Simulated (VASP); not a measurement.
Crystal: GaN.

```xyz
2
Lattice="0.0000 2.2535 2.2535 2.2535 0.0000 2.2535 2.2535 2.2535 0.0000" Properties=species:S:1:pos:R:3 pbc="T T T"
Ga    0.0000    0.0000    0.0000
N     3.3803    3.3803    3.3803
```

The cell is a database's computed one.

* Program: VASP 6.6.1
* Task: relaxation of cell and atoms
* Functional: PBE
* Potentials or basis: VASP PAW PBE potentials, release 64 (Ga_d, N)
* Cutoff: 600 eV
* k mesh: 10 × 10 × 10
* Occupations: gaussian, width 0.03 eV
* Spin: no spin polarisation

At the start: pressure 4.9 GPa; volume 11.44 Å³/atom.

Problem. Where does the relaxation end?

Solution. Over 3 steps the energy falls by 4.7 meV/atom and the volume is 11.76 Å³/atom (+2.8 %); space group F-43m (No. 216, to 0.05 Å).

Step by step:
```
step  energy change (eV)  largest force (eV/Å)  pressure (GPa)  volume (Å³)
   1              0.0000                0.0000            4.92        22.89
   2             -0.0029                0.0000           -3.73        24.07
   3             -0.0095                0.0000           -0.08        23.52
```

Final structure:
```yaml
crystal:
  lattice:
    - [0.00000, 2.27410, 2.27410]
    - [2.27410, 0.00000, 2.27410]
    - [2.27410, 2.27410, 0.00000]
  atoms:
    - { symbol: Ga, position: [0.00000, 0.00000, 0.00000] }
    - { symbol: N, position: [0.75000, 0.75000, 0.75000] }
```
